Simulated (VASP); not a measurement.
Here is a VASP 6.6.1 calculation.

POSCAR

```
KCl                                     
1.0
    0.0000000000      3.1269960151      3.1269960151
    3.1269960151      0.0000000000      3.1269960151
    3.1269960151      3.1269960151      0.0000000000
  K               Cl            
     1     1
Direct
     0.0000000000000000    0.0000000000000000    0.0000000000000000
     0.5000000000000000    0.5000000000000000    0.5000000000000000
```

The input INCAR.step1:

```
ALGO = Normal
EDIFF = 1E-5
ENCUT = 520
GGA = PE
ISIF = 2
ISMEAR = 0
KPAR = 4
LASPH = True
LCHARG = False
LREAL = False
LWAVE = True
NBANDS = 15
NELM = 80
PREC = Accurate
SIGMA = 0.03
```

INCAR.step2

```
AEXX = 0.25
ALGO = Normal
EDIFF = 1E-6
ENCUT = 520
GGA = PE
HFRCUT = -1
ISIF = 2
ISMEAR = 0
ISTART = 1
KPAR = 4
LASPH = True
LCHARG = False
LHFCALC = True
LREAL = False
LWAVE = False
NBANDS = 15
NELM = 80
PREC = Accurate
PRECFOCK = Fast
SIGMA = 0.03
```

File KPOINTS:

```
k-points
0
Gamma
  6 6 6
```

The input KPOINTS_OPT:

```
explicit points
6
Reciprocal
 0.0000000000  0.0000000000  0.0000000000 1
 0.3750000000  0.3750000000  0.7500000000 1
 0.5000000000  0.5000000000  0.5000000000 1
 0.6250000000  0.2500000000  0.6250000000 1
 0.5000000000  0.2500000000  0.7500000000 1
 0.5000000000  0.0000000000  0.5000000000 1
```

Potentials or basis: VASP PAW PBE potentials, release 64 (K_sv, Cl).

Launch:

```bash
$ cat potpaw_PBE.64/K_sv/POTCAR potpaw_PBE.64/Cl/POTCAR > POTCAR
$ cp INCAR.step1 INCAR
$ mpirun -np 4 vasp_std > vasp.out
$ cp INCAR.step2 INCAR
$ mpirun -np 4 vasp_std > vasp.out
```

**Question.** Predict the band gap on the k mesh.

**Answer.** 7.30 eV, direct.

**Question.** Predict the pressure.

**Answer.** 0.8 GPa.

**Question.** Estimate the band gap along the path.

**Answer.** 7.30 eV, direct.

Caveat: the PAW data sets were made with another functional, which shifts forces and pressure a little.

**Measured values to compare with.**

A printed reference work, monograph reports, for a bulk crystal of KCl: band gap 8.68 eV.

A measured gap of KCl is 8.68 eV (a printed reference work, monograph); the calculated 7.30 eV misses it by -1.38 eV. The value is that of PBE0, without temperature or zero-point motion.
